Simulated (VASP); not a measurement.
Crystal: InP.

```xyz
2
Lattice="0.0000 2.7688 2.7688 2.7688 0.0000 2.7688 2.7688 2.7688 0.0000" Properties=species:S:1:pos:R:3 pbc="T T T"
In    0.0000    0.0000    0.0000
P     2.7688    2.7688    2.7688
```

Measurements of this composition are mostly on another form, of space group No. 216.

Base run:

* Program: VASP 6.6.1
* Functional: PBE
* Potentials or basis: VASP PAW PBE potentials, release 64 (In_d, P)
* Cutoff: 520 eV
* k mesh: 8 × 8 × 8
* Occupations: gaussian, width 0.02 eV
* Spin: no spin polarisation

Its results: band gap on the k mesh none (metal or under the smearing width); pressure -0.1 GPa.

Problem. The run is repeated on the same cell with these changes: potentials or basis from VASP PAW PBE potentials, release 64 (In_d, P) to VASP PAW PBE potentials, release 64 (In_d_GW, P_GW); cutoff from 520 eV to 500 eV; k mesh from 8 × 8 × 8 to 3 × 3 × 3. What comes out?

Solution. Band gap on the k mesh none (metal or under the smearing width); pressure 1.8 GPa.

Caveats: some runs use coarse meshes.
